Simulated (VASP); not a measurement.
## VASP 6.6.1 run: BeS

INCAR

```
SIGMA = 0.01
GGA = CA
ENCUT = 520
NELM = 58
IBRION = -1
LASPH = .TRUE.
NSW = 0
LWAVE = .FALSE.
NBANDS = 28
ISMEAR = 0
ISIF = 2
EDIFF = 1E-7
LCHARG = .FALSE.
PREC = Accurate
LREAL = .FALSE.
```

KPOINTS

```
KPOINTS created by Atomic Simulation Environment
0
Gamma
10 10 10
0 0 0
```

POSCAR

```
Be S
 1.0000000000000000
     0.0000000000000000    2.4343062285926913    2.4343062285926913
     2.4343062285926913    0.0000000000000000    2.4343062285926913
     2.4343062285926913    2.4343062285926913    0.0000000000000000
 Be  S
   1   1
Cartesian
  0.0000000000000000  0.0000000000000000 -0.0000000000000000
  1.2171531142963457  1.2171531142963457  1.2171531142963457
```

The recommended LDA PAW datasets give the neutral cell 8 valence electrons.

Command

```
mpirun -np 1 vasp_std
```

OSZICAR

```
N       E                     dE             d eps       ncg     rms          rms(c)
DAV:   1     0.212057337072E+02    0.21206E+02   -0.32573E+03  2664   0.244E+02
DAV:   2    -0.104750667528E+02   -0.31681E+02   -0.30245E+02  3364   0.693E+01
DAV:   3    -0.113572020269E+02   -0.88214E+00   -0.87580E+00  3224   0.984E+00
DAV:   4    -0.113592788440E+02   -0.20768E-02   -0.20766E-02  3136   0.500E-01
DAV:   5    -0.113592836542E+02   -0.48102E-05   -0.48101E-05  3132   0.261E-02    0.562E+00
DAV:   6    -0.111901085579E+02    0.16918E+00   -0.66518E-02  2988   0.641E-01    0.378E+00
DAV:   7    -0.111263013702E+02    0.63807E-01   -0.74877E-02  3064   0.711E-01    0.757E-01
DAV:   8    -0.111259104755E+02    0.39089E-03   -0.44410E-03  3100   0.179E-01    0.222E-01
DAV:   9    -0.111259002698E+02    0.10206E-04   -0.30904E-04  2972   0.521E-02    0.206E-01
DAV:  10    -0.111258862982E+02    0.13972E-04   -0.17428E-05  3044   0.951E-03    0.927E-02
DAV:  11    -0.111258860347E+02    0.26349E-06   -0.22800E-06  3036   0.341E-03    0.480E-03
DAV:  12    -0.111258859877E+02    0.47035E-07   -0.10865E-07  3024   0.980E-04
   1 F= -.11125886E+02 E0= -.11125886E+02  d E =-.104786E-37
```

Standard output (part)

```
POSCAR found type information on POSCAR BeS
 POSCAR found :  2 types and       2 ions
 LDA part: xc-table for (Slater(with rela. corr.)+CA(PZ))
 , standard interpolation
 POSCAR, INCAR and KPOINTS ok, starting setup
 WAVECAR not read
 entering main loop
```

From OUTCAR

```
k-points           NKPTS =     47   k-points in BZ     NKDIM =     47   number of bands    NBANDS=     28

   NELECT =       8.0000    total number of electrons

   dimension x,y,z NGX =    28 NGY =   28 NGZ =   28
   dimension x,y,z NGXF=    56 NGYF=   56 NGZF=   56

  energy-cutoff  :      520.00
  volume of cell :       28.85
      direct lattice vectors                 reciprocal lattice vectors
     0.000000000  2.434306229  2.434306229    -0.205397330  0.205397330  0.205397330
     2.434306229  0.000000000  2.434306229     0.205397330 -0.205397330  0.205397330
     2.434306229  2.434306229  0.000000000     0.205397330  0.205397330 -0.205397330

 k-points in reciprocal lattice and weights: KPOINTS created by Atomic Simulation Env
   0.00000000  0.00000000  0.00000000       0.001
   0.10000000  0.00000000  0.00000000       0.008
   0.20000000  0.00000000  0.00000000       0.008
   0.30000000  0.00000000  0.00000000       0.008
   0.40000000  0.00000000  0.00000000       0.008
   0.50000000  0.00000000  0.00000000       0.004
   0.10000000  0.10000000  0.00000000       0.006
   0.20000000  0.10000000  0.00000000       0.024
   ...

 E-fermi :   3.9980

 k-point     1 :       0.0000    0.0000    0.0000
  band No.  band energies     occupation
      1      -9.6688      2.00000
      2       3.9105      2.00000
      3       3.9105      2.00000
      4       3.9105      2.00000
      5       9.4582      0.00000
      6       9.4582      0.00000
      7       9.4582      0.00000
      8       9.4898      0.00000
      9      16.6996      0.00000
     10      16.6996      0.00000
     11      18.4220      0.00000
     12      20.1781      0.00000
     13      20.1781      0.00000
     14      20.1781      0.00000
     15      25.1124      0.00000
     16      32.7577      0.00000
     17      32.7577      0.00000
     18      32.7577      0.00000
     19      37.1098      0.00000
     20      37.1098      0.00000
     21      37.1098      0.00000
     22      39.1794      0.00000
     23      39.1794      0.00000
     24      43.6535      0.00000
     25      43.6535      0.00000
     26      43.6535      0.00000
     27      52.8333      0.00000
     28      52.8555      0.00000

 k-point     2 :       0.1000    0.0000    0.0000
  band No.  band energies     occupation
      1      -9.5555      2.00000
      2       3.0821      2.00000
      3       3.7776      2.00000
      4       3.7776      2.00000
      5       9.3299      0.00000
      6       9.6963      0.00000
      7       9.6963      0.00000
      8      10.4573      0.00000
      9      16.1544      0.00000
     10      16.1544      0.00000
     11      18.3177      0.00000
     12      20.1859      0.00000
     13      21.2558      0.00000
     14      21.2558      0.00000
     15      25.9173      0.00000
     16      31.4509      0.00000
     17      31.9127      0.00000
     18      31.9127      0.00000
     19      36.5829      0.00000
     20      36.5829      0.00000
     21      38.4589      0.00000
     22      38.8819      0.00000
     23      38.8819      0.00000
     24      43.8049      0.00000
     25      45.4370      0.00000
     26      45.4370      0.00000
     27      49.8620      0.00000
     28      51.8562      0.00000

 ...

  Total       -0.7529449     -0.7529449     -0.7529449      0.0000000     -0.0000000     -0.0000000
  in kB      -41.8136550    -41.8136550    -41.8136550      0.0000000     -0.0000000     -0.0000000
  external PRESSURE =     -41.8136550 kB  Pullay stress =       0.0000000 kB

 POSITION                                       TOTAL-FORCE (eV/Angst)
 -----------------------------------------------------------------------------------
      0.00000      0.00000      0.00000         0.000000      0.000000      0.000000
      1.21715      1.21715      1.21715        -0.000000     -0.000000     -0.000000
 -----------------------------------------------------------------------------------
    total drift:                               -0.000000     -0.000000      0.000000

  FREE ENERGIE OF THE ION-ELECTRON SYSTEM (eV)
  ---------------------------------------------------
  free  energy   TOTEN  =       -11.1258859877 eV

  energy  without entropy=      -11.1258859877  energy(sigma->0) =      -11.12588599
```

It converged. Results: gap between bands v and c on the k mesh 2.93 eV; least direct gap on the k mesh 5.55 eV; pressure -4.2 GPa. Band v is the last that the valence electrons fill when counted band by band, and c is the next.

For comparison, a separate LDA run of the intended cell, on usual settings and not on those above, gives a gap of 2.93 eV on its mesh and a pressure of -4.2 GPa.

The run above took about 14 s on one core of a shared host (Intel Xeon 6975P-C) and held 0.15 GiB at most.
